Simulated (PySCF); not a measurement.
Acetone, C3H6O.
Z-matrix (Å and degrees, PBE0-D3(BJ)/def2-TZVP geometry), rows numbered from 1:
```
C 
C   1  1.5070
C   2  1.5056  1  116.40
O   2  1.2055  1  121.68  3   179.43
H   1  1.0949  2  108.51  3   -79.03
H   1  1.0920  2  111.74  3    38.83
H   1  1.0885  2  110.13  3   162.18
H   3  1.0882  2  110.24  1   170.94
H   3  1.0932  2  110.79  1    48.52
H   3  1.0944  2  109.24  1   -68.82
```

The computed photoelectron lines, unassigned: C 1s: 291.03 (area 2), 293.49 (area 1) eV; O 1s: 537.62 eV.

Method: PySCF 2.14.0, delta-SCF UKS SCAN, pcX-3 on the ionised atom, pcseg-2 elsewhere, spin-free X2C. Geometry: PBE0-D3(BJ)/def2-TZVP; no solvent, vibrations or thermal averaging.

(1) Assign the C 1s lines to atoms.

Results:

(1) 291.03 eV: C1/C3 (methyl carbon next to a carbonyl); 293.49 eV: C2 (ketone carbonyl carbon). The listed C 1s values span 2.46 eV, from C1/C3 (bonded to C and 3 H) to C2 (bonded to O (double bond) and 2 C). Summing the Pauling electronegativity differences to the bonded atoms, each weighted by its formal bond order, gives -1.05 for the lowest site and +1.78 for the highest.

Bonded neighbours of each site: C1/C3: C and 3 H; C2: O (double bond) and 2 C; O4: C (double bond).

Task: Which effective nuclear charge Zeff reproduces each element's mean 1s value in the hydrogen-like formula E = 13.606 eV × Zeff²?

Result: C (Z = 6): mean 291.9 eV, Zeff = 4.63, Z − Zeff = 1.37; O (Z = 8): mean 537.6 eV, Zeff = 6.29, Z − Zeff = 1.71. Means run over the listed sites, weighted by atom count.

One atom of each set of topologically equivalent atoms was ionised and stands for the set; in this conformer not all members are related by symmetry, and their own values weren't computed. Spin contamination (⟨S²⟩ against 0.75 for a pure doublet) is marked for C 1s of C2 (0.86), which makes this value less certain.
